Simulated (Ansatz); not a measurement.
# Si16S: the cost of one run

Program: Ansatz 0.2.0. Level of theory: DFT PBE, scalar-relativistic, plane waves, PAW. These are calculated values, not measurements.

6 further runs of the same task are left out: 3 that didn't finish, 3 set aside as unsound or not needed. Runs told in other sessions of the task aren't counted.

**1. The structure to begin with**

It takes space group Pm (No. 6, monoclinic). Conventional cell: a = 6.365 Å, b = 7.702 Å, c = 19.753 Å, α = 90.00°, β = 90.00°, γ = 90.00°. Around Si (site symmetry m) lie 3 Si at 2.36 to 2.38 Å. Si (site symmetry 1) has 4 Si at 2.36 to 2.38 Å in its first shell of neighbours. Si (site symmetry 1) has 4 Si at 2.31 to 2.38 Å in its first shell of neighbours. Only part of the 13 independent sites is listed.

Coordinates:

```
Si S
1.0
     7.70216    0.00000    0.00000
     0.00000    6.36468    0.00000
     0.00000    0.00000   19.75254
Si S
16 1
Direct
  0.00000 0.93707 0.20251
  0.50000 0.93707 0.20251
  0.00000 0.56293 0.20251
  0.50000 0.56293 0.20251
  0.25000 0.43707 0.25879
  0.75000 0.43707 0.25879
  0.25000 0.06293 0.25879
  0.75000 0.06293 0.25879
  0.25000 0.93330 0.37206
  0.75000 0.93330 0.37206
  0.25000 0.56670 0.37206
  0.75000 0.56670 0.37206
  0.00000 0.42599 0.41780
  0.50000 0.42599 0.41780
  0.00000 0.07401 0.41780
  0.50000 0.07401 0.41780
  0.00000 0.42599 0.52715
```

This is the geometry of the first run shown, built on a cell relaxed beforehand with the same method.

**2. The scan**

Atoms count from 1 in the order of the input.

S is moved over the surface cell; relaxed at each place: the height of the adsorbate's atoms; substrate rigid; the origin of the map has the adsorbate above Si13.

First coordinate, position of S17 along the first surface vector, from above Si13: 6 values from 0.000 to 0.833, periodic. Second coordinate, position of S17 along the second surface vector, from above Si13: 6 values from 0.000 to 0.833, periodic.

Relaxed at each point: the height of the adsorbate's atoms; substrate rigid. Points are written as (first, second).

The two vectors of the plane (Å): (3.851, 0.000, 0.000); (0.000, 6.365, 0.000).

**3. Grid point (0/6, 0/6) of the map's two axes**

input.yaml reads:

```yaml
crystal:
  lattice:
    - [7.7021643869, 0.0, 0.0]
    - [0.0, 6.3646811531, 0.0]
    - [0.0, 0.0, 19.7525435111]
  atoms:
    - { symbol: Si, position: [0.0, 0.9370679262, 0.2025055658] }
    - { symbol: Si, position: [0.5, 0.9370679262, 0.2025055658] }
    - { symbol: Si, position: [0.0, 0.5629320738, 0.2025055658] }
    - { symbol: Si, position: [0.5, 0.5629320738, 0.2025055658] }
    - { symbol: Si, position: [0.25, 0.4370679262, 0.258787516] }
    - { symbol: Si, position: [0.75, 0.4370679262, 0.258787516] }
    - { symbol: Si, position: [0.25, 0.0629320738, 0.258787516] }
    - { symbol: Si, position: [0.75, 0.0629320738, 0.258787516] }
    - { symbol: Si, position: [0.25, 0.9333044689, 0.3720589473] }
    - { symbol: Si, position: [0.75, 0.9333044689, 0.3720589473] }
    - { symbol: Si, position: [0.25, 0.5666955311, 0.3720589473] }
    - { symbol: Si, position: [0.75, 0.5666955311, 0.3720589473] }
    - { symbol: Si, position: [0.0, 0.4259907554, 0.4177964983] }
    - { symbol: Si, position: [0.5, 0.4259907554, 0.4177964983] }
    - { symbol: Si, position: [0.0, 0.0740092446, 0.4177964983] }
    - { symbol: Si, position: [0.5, 0.0740092446, 0.4177964983] }
    - { symbol: S, position: [0.0, 0.4259907554, 0.5271495038], spin: 2.0 }
basis:
  ecutwfc: 420
kpoints:
  mp_grid: { grid: [4, 4, 1] }
hamiltonian:
  xc: pbe
  pseudopotentials: { kind: paw, azcp: { folder: soft_1 } }
scf:
  occupations: { method: gaussian, width: 0.05 }
output:
  forces: true
  eigenvalues: true
  populations: true
magnetization:
  spin_polarized: true
relax:
  adjacent_minimum: "off"
  f_tol: 0.025
  max_steps: 16
  constraints:
    - { sites: [0, 1, 2, 3, 4, 5, 6, 7, 8, 9, 10, 11, 12, 13, 14, 15] }
    - { sites: [16], fix: xy }
efield:
  axis: 3
  dipole_correction: true
  ramp_width: 0.04
```

Launch:

```sh
$ ansatz run input.yaml --threads 4 --pin off --max-ram 12288MiB --backend cpu --events-out ev --progress --plain --runs-dir out
```

Q: Estimate wall time and peak memory on 4 threads of Arm Neoverse N1, shared host.

About 5.5 min, with a peak of 1.8 GiB.
